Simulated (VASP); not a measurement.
# TiO2 (P4_2/mnm) in VASP: settings compared

Aim: see how the results for TiO2 move with the level of theory and the settings. Levels: PBE, r2SCAN. Tasks: band structure.

Everything below comes from runs of VASP 6.6.1. Logs are shortened: lines on timing, memory, paths and dates and some standing lists are left out, and cuts for length are marked.

**The experiment to reproduce.**

“Shallow Valence Band of Rutile GeO2 and P-type Doping”, 2020, arxiv:2011.08928 quotes, for a bulk crystal of TiO2 at 1.6 K: band gap 3.03 eV (direct).

How close the calculation comes is told below.

## 1. Starting point

The structure is tetragonal, space group P4_2/mnm (No. 136). Conventional cell: a = 4.600 Å, b = 4.600 Å, c = 2.959 Å, α = 90.00°, β = 90.00°, γ = 90.00°. Around Ti (site symmetry mmm) lie 6 O at 1.95 to 1.98 Å. Around O (site symmetry m2m) lie 3 Ti at 1.95 to 1.98 Å.

The cell is a database's computed one.

## 2. Band structure, PBE

Contents of INCAR:

```
SYSTEM = TiO2
  ALGO = Fast
  EDIFF = 1E-6
  ENCUT = 250
  GGA = PE
  ISIF = 2
  ISMEAR = 0
  LASPH = .True.
  LCHARG = .False.
  LMAXMIX = 4
  LREAL = .False.
  LWAVE = .False.
  NELM = 60
  PREC = Accurate
  SIGMA = 0.02
```

Contents of KPOINTS:

```
k-points
0
Gamma
  4 4 4
  0 0 0
```

Contents of POSCAR:

```
TiO2
1.0
    4.5998373239      0.0000000000      0.0000000000
    0.0000000000      4.5998373239      0.0000000000
    0.0000000000      0.0000000000      2.9592135600
Ti O
2 4
Direct
    0.0000000000      0.0000000000      0.5000000000
    0.5000000000      0.5000000000      0.0000000000
    0.3043213200      0.3043213200      0.5000000000
    0.1956786800      0.8043213200      0.0000000000
    0.8043213200      0.1956786800      0.0000000000
    0.6956786800      0.6956786800      0.5000000000
```

Contents of KPOINTS_OPT:

```
path GXMGZRAZ,XR,MA
10
line-mode
reciprocal
 0.0000000000  0.0000000000  0.0000000000  G
 0.0000000000  0.5000000000  0.0000000000  X

 0.0000000000  0.5000000000  0.0000000000  X
 0.5000000000  0.5000000000  0.0000000000  M

 0.5000000000  0.5000000000  0.0000000000  M
 0.0000000000  0.0000000000  0.0000000000  G

 0.0000000000  0.0000000000  0.0000000000  G
 0.0000000000  0.0000000000  0.5000000000  Z

 0.0000000000  0.0000000000  0.5000000000  Z
 0.0000000000  0.5000000000  0.5000000000  R

 0.0000000000  0.5000000000  0.5000000000  R
 0.5000000000  0.5000000000  0.5000000000  A

 0.5000000000  0.5000000000  0.5000000000  A
 0.0000000000  0.0000000000  0.5000000000  Z

 0.0000000000  0.5000000000  0.0000000000  X
 0.0000000000  0.5000000000  0.5000000000  R

 0.5000000000  0.5000000000  0.0000000000  M
 0.5000000000  0.5000000000  0.5000000000  A
```

Potentials or basis: VASP PAW PBE potentials, release 64 (Ti, O).

Started as:

```bash
$ cat potpaw_PBE.64/Ti/POTCAR potpaw_PBE.64/O/POTCAR > POTCAR
$ mpirun -np 1 vasp_std > vasp.out
```

OUTCAR:

```text
SYSTEM = TiO2
   EDIFF = 1E-6
   ENCUT = 250
   GGA = PE
   ISIF = 2
   ISMEAR = 0
   LASPH = .True.
   LREAL = .False.
   NELM = 60
   PREC = Accurate

 ion  position               nearest neighbor table
   1  0.000  0.000  0.500-   4 1.95   5 1.95   4 1.95   5 1.95   3 1.98   6 1.98
   2  0.500  0.500  0.000-   3 1.95   6 1.95   3 1.95   6 1.95   5 1.98   4 1.98
   3  0.304  0.304  0.500-   2 1.95   2 1.95   1 1.98
   4  0.196  0.804  0.000-   1 1.95   1 1.95   2 1.98
   5  0.804  0.196  0.000-   1 1.95   1 1.95   2 1.98
   6  0.696  0.696  0.500-   2 1.95   2 1.95   1 1.98

  LATTYP: Found a simple tetragonal cell.
 ALAT       =     4.5998373239
 C/A-ratio  =     0.6433300466

  Lattice vectors:

 A1 = (   4.5998373239,   0.0000000000,   0.0000000000)
 A2 = (   0.0000000000,   4.5998373239,   0.0000000000)
 A3 = (   0.0000000000,   0.0000000000,   2.9592135600)

Analysis of symmetry for initial positions (statically):
=====================================================================
 Subroutine PRICEL returns:
 Original cell was already a primitive cell.

 Routine SETGRP: Setting up the symmetry group for a
 simple tetragonal supercell.

 Subroutine GETGRP returns: Found 16 space group operations
 (whereof  8 operations were pure point group operations)
 out of a pool of 16 trial point group operations.

The static configuration has the point symmetry D_2h.
 The point group associated with its full space group is D_4h.

Analysis of symmetry for dynamics (positions and initial velocities):
=====================================================================
 Subroutine PRICEL returns:
 Original cell was already a primitive cell.

 Routine SETGRP: Setting up the symmetry group for a
 simple tetragonal supercell.

 Subroutine GETGRP returns: Found 16 space group operations
 (whereof  8 operations were pure point group operations)
 out of a pool of 16 trial point group operations.

The dynamic configuration has the point symmetry D_2h.
 The point group associated with its full space group is D_4h.

 Subroutine INISYM returns: Found 16 space group operations
 (whereof  8 operations are pure point group operations),
 and found     1 'primitive' translations

----------------------------------------------------------------------------------------

                                     Primitive cell

  volume of cell :      62.6125

  direct lattice vectors                    reciprocal lattice vectors
     4.599837324  0.000000000  0.000000000     0.217398993  0.000000000  0.000000000
     0.000000000  4.599837324  0.000000000     0.000000000  0.217398993  0.000000000
     0.000000000  0.000000000  2.959213560     0.000000000  0.000000000  0.337927622

  length of vectors
     4.599837324  4.599837324  2.959213560     0.217398993  0.217398993  0.337927622

  position of ions in fractional coordinates (direct lattice)
     0.000000000  0.000000000  0.500000000
     0.500000000  0.500000000  0.000000000
     0.304321320  0.304321320  0.500000000
     0.195678680  0.804321320  0.000000000
     0.804321320  0.195678680  0.000000000
     0.695678680  0.695678680  0.500000000

  ion indices of the primitive-cell ions
   primitive index   ion index
                 1           1
                 2           2
                 3           3
                 4           4
                 5           5
                 6           6

----------------------------------------------------------------------------------------

 KPOINTS: k-points

Automatic generation of k-mesh.
 Grid dimensions read from file:
 generate k-points for:    4    4    4

 Generating k-lattice:

  Cartesian coordinates                     Fractional coordinates (reciprocal lattice)
     0.054349748  0.000000000  0.000000000     0.250000000  0.000000000  0.000000000
     0.000000000  0.054349748  0.000000000     0.000000000  0.250000000  0.000000000
     0.000000000  0.000000000  0.084481905     0.000000000  0.000000000  0.250000000

  Length of vectors
     0.054349748  0.054349748  0.084481905

  Shift w.r.t. Gamma in fractional coordinates (k-lattice)
     0.000000000  0.000000000  0.000000000

 Subroutine IBZKPT returns following result:
 ===========================================

 Found     18 irreducible k-points:

 Following reciprocal coordinates:
            Coordinates               Weight
  0.000000  0.000000  0.000000      1.000000
  0.250000  0.000000  0.000000      4.000000
  0.500000  0.000000  0.000000      2.000000
  0.250000  0.250000  0.000000      4.000000
  0.500000  0.250000  0.000000      4.000000
  0.500000  0.500000  0.000000      1.000000
[... 10 lines left out ...]
  0.500000  0.250000  0.500000      4.000000
  0.500000  0.500000  0.500000      1.000000
   k-points           NKPTS =     18   k-points in BZ     NKDIM =     18   number of bands    NBANDS=     20
   number of dos      NEDOS =    301   number of ions     NIONS =      6
   total plane-waves  NPLWV =   9216
   dimension x,y,z NGX =    24 NGY =   24 NGZ =   16
   dimension x,y,z NGXF=    48 NGYF=   48 NGZF=   32
   ions per type =               2   4
   NGX,Y,Z   is equivalent  to a cutoff of   8.67,  8.67,  8.99 a.u.
   NGXF,Y,Z  is equivalent  to a cutoff of  17.35, 17.35, 17.98 a.u.
 SYSTEM =  TiO2
   PREC   = accura    normal or accurate (medium, high low for compatibility)
   ISTART =      0    job   : 0-new  1-cont  2-samecut
   ICHARG =      2    charge: 1-file 2-atom 10-const
   ISPIN  =      1    spin polarized calculation?
   LNONCOLLINEAR =      F non collinear calculations
   LSORBIT =      F    spin-orbit coupling
   LASPH  =      T    aspherical Exc in radial PAW
   ENCUT  =  250.0 eV  18.37 Ry    4.29 a.u.   5.93  5.93  3.82*2*pi/ulx,y,z
   NELM   =     60;   NELMIN=  2; NELMDL= -5     # of ELM steps
   EDIFF  = 0.1E-05   stopping-criterion for ELM
   LREAL  =      F    real-space projection
   EDIFFG = 0.1E-04   stopping-criterion for IOM
   NSW    =      0    number of steps for IOM
   IBRION =     -1    ionic relax: 0-MD 1-quasi-New 2-CG
   NFREE  =      0    steps in history (QN), initial steepest desc. (CG)
   ISIF   =      2    stress and relaxation
   ISYM   =      2    0-nonsym 1-usesym 2-fastsym
   POTIM  = 0.5000    time-step for ionic-motion
   TEBEG  =    0.0;   TEEND  =   0.0 temperature during run
   PSTRESS=    0.0 pullay stress
   NELECT =      32.0000    total number of electrons
   NUPDOWN=      -1.0000    fix difference up-down
   EMIN   =  10.00;   EMAX   =-10.00  energy-range for DOS
   EFERMI =   0.00;   METHOD = LEGACY
   ISMEAR =     0;   SIGMA  =   0.02  broadening in eV -4-tet -1-fermi 0-gaus
   EFERMI_NEDOS =   21; number of points for ismear=-14 and -15
   IALGO  =     68    algorithm
   IMIX   =      4    mixing-type and parameters
     AMIX     =   0.40;   BMIX     =  1.00
     AMIX_MAG =   1.60;   BMIX_MAG =  1.00
  volume/ion in A,a.u.               =      10.44        70.42
  Fermi-wavevector in a.u.,A,eV,Ry     =   1.308894  2.473451 23.309541  1.713203
  Thomas-Fermi vector in A             =   2.439530
   LORBIT       =      0    0 simple, 1 ext, 2 COOP (PROOUT), +10 PAW based schemes
   GGA     = PE    functional components
   LHFCALC =     F    Hartree Fock is set to
   AEXX    =    0.0000 exact exchange contribution
   IVDW    =     0    specifies the selected vdW correction
   LEPSILON=     F    determine dielectric tensor
   LRPA    =     F    only Hartree local field effects (RPA)
 non-spin polarized calculation
 RMM-DIIS sequential band-by-band and
 Gauss-broadening in eV      SIGMA  =   0.02
  energy-cutoff  :      250.00
  volume of cell :       62.61
 maximum number of plane-waves:       592
 NGX is ok and might be reduce to    24
   NGX = 11   NGY = 11   NGZ =  7

 number of electron      31.9999985 magnetization

 Free energy of the ion-electron system (eV)
  ---------------------------------------------------
  ext. energy  EPLUGINS =         0.00000000
  ---------------------------------------------------
  free energy    TOTEN  =       -54.10009577 eV

  energy without entropy =      -54.10009577  energy(sigma->0) =      -54.10009577

 E-fermi :   1.8766     XC(G=0): -11.1758

 val. band max:        1.7716977798   @ k =   0.0000   0.0000   0.0000
 cond. band min:       3.5232691021   @ k =   0.0000   0.0000   0.0000
 fundamental gap:      1.7515713223
 Fermi energy:         1.8766154969

 k-point     1 :       0.0000    0.0000    0.0000
  band No.  band energies     occupation
      1     -16.8243      2.00000
      2     -15.6333      2.00000
      3     -15.0996      2.00000
      4     -15.0996      2.00000
      5      -3.9476      2.00000
      6      -3.6115      2.00000
[... 12 lines left out ...]
     19       4.0426      0.00000
     20       4.1229      0.00000

 k-point     2 :       0.2500    0.0000    0.0000
  band No.  band energies     occupation
      1     -16.6088      2.00000
      2     -15.7126      2.00000
      3     -15.2347      2.00000
      4     -15.1458      2.00000
      5      -3.5683      2.00000
      6      -3.3781      2.00000
[... 12 lines left out ...]
     19       4.3681      0.00000
     20       4.4530      0.00000

 k-point     3 :       0.5000    0.0000    0.0000
  band No.  band energies     occupation
      1     -16.1396      2.00000
      2     -16.1396      2.00000
      3     -15.2739      2.00000
      4     -15.2739      2.00000
      5      -3.1543      2.00000
      6      -3.1543      2.00000
[... 12 lines left out ...]
     19       4.6502      0.00000
     20       4.6576      0.00000

 k-point     4 :       0.2500    0.2500    0.0000
  band No.  band energies     occupation
      1     -16.4900      2.00000
      2     -15.8059      2.00000
      3     -15.2730      2.00000
      4     -15.1677      2.00000
      5      -3.7965      2.00000
      6      -3.0426      2.00000
[... 12 lines left out ...]
     19       4.2528      0.00000
     20       4.7985      0.00000

 k-point     5 :       0.5000    0.2500    0.0000
  band No.  band energies     occupation
      1     -16.1394      2.00000
      2     -16.1394      2.00000
      3     -15.2553      2.00000
      4     -15.2553      2.00000
      5      -3.5273      2.00000
      6      -3.5273      2.00000
[... 12 lines left out ...]
     19       4.4010      0.00000
     20       4.4010      0.00000
[... 215 lines left out ...]
      6      -3.2264      2.00000
[... 12 lines left out ...]
     19       5.5924      0.00000
     20       5.5928      0.00000

 k-point    16 :       0.2500    0.2500    0.5000
  band No.  band energies     occupation
      1     -15.7463      2.00000
      2     -15.5348      2.00000
      3     -15.4678      2.00000
      4     -15.2443      2.00000
      5      -3.2550      2.00000
      6      -2.5800      2.00000
[... 12 lines left out ...]
     19       4.9354      0.00000
     20       5.6821      0.00000

 k-point    17 :       0.5000    0.2500    0.5000
  band No.  band energies     occupation
      1     -15.6686      2.00000
      2     -15.6686      2.00000
      3     -15.3038      2.00000
      4     -15.3038      2.00000
      5      -3.1355      2.00000
      6      -3.1355      2.00000
[... 12 lines left out ...]
     19       5.3201      0.00000
     20       5.3202      0.00000

 k-point    18 :       0.5000    0.5000    0.5000
  band No.  band energies     occupation
      1     -15.5715      2.00000
      2     -15.5715      2.00000
      3     -15.3980      2.00000
      4     -15.3980      2.00000
      5      -2.8513      2.00000
      6      -2.8513      2.00000
[... 12 lines left out ...]
     19       4.8948      0.00000
     20       4.8949      0.00000

------------------------ aborting loop because EDIFF is reached ----------------------------------------

  FORCE on cell =-STRESS in cart. coord.  units (eV):
  Direction    XX          YY          ZZ          XY          YZ          ZX
  --------------------------------------------------------------------------------------
  -------------------------------------------------------------------------------------
  Total      -37.7625756    -37.7625756    -37.2994653     -0.0000000      0.0000000      0.0000000
  in kB     -966.2976778   -966.2976778   -954.4472571     -0.0000000      0.0000000      0.0000000
  external PRESSURE =    -962.3475376 kB  Pullay stress =       0.0000000 kB

 VOLUME and BASIS-vectors are now :
 -----------------------------------------------------------------------------
  energy-cutoff  :      250.00
  volume of cell :       62.61
      direct lattice vectors                 reciprocal lattice vectors
     4.599837324  0.000000000  0.000000000     0.217398993  0.000000000  0.000000000
     0.000000000  4.599837324  0.000000000     0.000000000  0.217398993  0.000000000
     0.000000000  0.000000000  2.959213560     0.000000000  0.000000000  0.337927622

 POSITION                                       TOTAL-FORCE (eV/Angst)
 -----------------------------------------------------------------------------------
      0.00000      0.00000      1.47961        -0.000000      0.000000     -0.000000
      2.29992      2.29992      0.00000        -0.000000      0.000000     -0.000000
      1.39983      1.39983      1.47961        -0.157882     -0.157882     -0.000000
      0.90009      3.69975      0.00000         0.157882     -0.157882     -0.000000
      3.69975      0.90009      0.00000        -0.157882      0.157882      0.000000
      3.20001      3.20001      1.47961         0.157882      0.157882      0.000000
 -----------------------------------------------------------------------------------
    total drift:                                0.000000      0.000000     -0.000000

  FREE ENERGIE OF THE ION-ELECTRON SYSTEM (eV)
  ---------------------------------------------------
  free  energy   TOTEN  =       -54.1000957663 eV

  energy  without entropy=      -54.1000957663  energy(sigma->0) =      -54.10009577
```

Wall time 17 s (1 thread of Intel Xeon 6975P-C (Granite Rapids), shared host); peak memory 0.13 GiB.

The run converged, but a check on its numbers failed (symmetry, net force, bounds or a known fault of this set-up), so they aren't taken as properties of the crystal.

Caveat: the k mesh is coarse (spacing up to 0.53 Å⁻¹), so the values aren't converged; the cutoff lies under the usual one of these potentials, so the numbers hold a large basis-set error; a pressure of tens of GPa on the cell as given is suspect, and the run, the potentials or the cell itself is likely at fault.

## 3. Band structure, PBE

Edit INCAR of step 2 so:

```diff
@@ -3,3 +3,3 @@
   EDIFF = 1E-6
-  ENCUT = 250
+  ENCUT = 450
   GGA = PE
```

Contents of KPOINTS:

```
k-points
0
Gamma
  6 6 8
  0 0 0
```

POSCAR is that of step 2.

KPOINTS_OPT is that of step 2.

Potentials or basis: VASP PAW PBE potentials, release 64 (Ti_sv_GW, O_GW).

Started as:

```bash
$ cat potpaw_PBE.64/Ti_sv_GW/POTCAR potpaw_PBE.64/O_GW/POTCAR > POTCAR
$ mpirun -np 1 vasp_std > vasp.out
```

Wall time 1.8 min (1 thread of Intel Xeon 6975P-C (Granite Rapids), shared host); peak memory 0.24 GiB.

Results (log left out):

```yaml
Free_energy: -58.2520 eV
Band_gap_on_the_k_mesh: 1.87 eV, direct
Band_gap_along_the_path: 1.87 eV, direct
```

Forces on the atoms (eV/Å):
```
Ti   0.000  0.000  0.000
Ti   0.000  0.000  0.000
O    0.002  0.002  0.000
O   -0.002  0.002  0.000
O    0.002 -0.002  0.000
O   -0.002 -0.002  0.000
```

Levels at the corners of the path, in eV from the valence-band top:
```
point  band 22  band 23  band 24  band 25  band 26  band 27
    Γ    -0.46    -0.46     0.00     1.87     2.19     2.45
    X    -1.65    -0.75    -0.75     2.52     2.60     3.03
    X    -1.65    -0.75    -0.75     2.52     2.57     3.05
    M    -1.31    -1.08    -1.08     1.89     1.89     2.51
    M    -1.31    -1.08    -1.08     1.89     1.89     2.51
    Γ    -0.46    -0.46     0.00     1.88     2.17     2.41
    Γ    -0.46    -0.46     0.00     1.88     2.15     2.42
    Z    -2.37    -1.43    -1.43     2.96     3.05     3.17
    Z    -2.37    -1.43    -1.43     2.97     3.01     3.19
    R    -2.04    -1.04    -1.04     1.90     1.90     3.21
    R    -2.04    -1.04    -1.04     1.90     1.91     3.20
    A    -1.29    -0.68    -0.68     2.60     2.64     3.20
    A    -1.29    -0.68    -0.68     2.60     2.64     3.20
    Z    -2.37    -1.43    -1.43     2.97     3.00     3.18
    X    -1.65    -0.75    -0.75     2.52     2.55     3.03
    R    -2.04    -1.04    -1.04     1.90     1.91     3.20
    M    -1.31    -1.08    -1.08     1.89     1.90     2.51
    A    -1.29    -0.68    -0.68     2.60     2.68     3.20
```

Caveat: the cutoff is under 1.25 times the usual one of these potentials, so pressure, stress and relaxed cells hold a basis-set (Pulay) error.

(Part 1 of 2 ends here.)
